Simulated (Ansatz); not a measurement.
Crystal: CdSe.

```
Cd Se
1.0
     0.00000    3.07027    3.07027
     3.07027    0.00000    3.07027
     3.07027    3.07027    0.00000
Cd Se
1 1
Direct
  0.00000 0.00000 0.00000
  0.25000 0.25000 0.25000
```

Measurements of this composition are mostly on another form, of space group No. 186.

Base run:

* Program: Ansatz 0.2.0
* Functional: PBE
* Potentials or basis: Ansatz PAW large core
* Cutoff: 420 eV (not typed: the program's choice for these potentials)
* k mesh: 8 × 8 × 8
* Occupations: fermi-dirac, width 0.05 eV
* Spin: no spin polarisation

Its results: band gap on the k mesh 0.56 eV, direct; pressure 1.3 GPa.

Question: The run is repeated on the same cell with these changes: functional from PBE to rPW86-PBE; potentials or basis from Ansatz PAW large core to Ansatz PAW; valence electrons from 26 to 36. What comes out?

Answer: Band gap on the k mesh 0.39 eV, direct; pressure 3.5 GPa.

Caveats: this set keeps more shells in the core, which shifts pressures and gaps (some runs); the PAW data sets come from PBE, with cores solved anew for the run's functional, which leaves a small shift of forces and pressure (some runs).
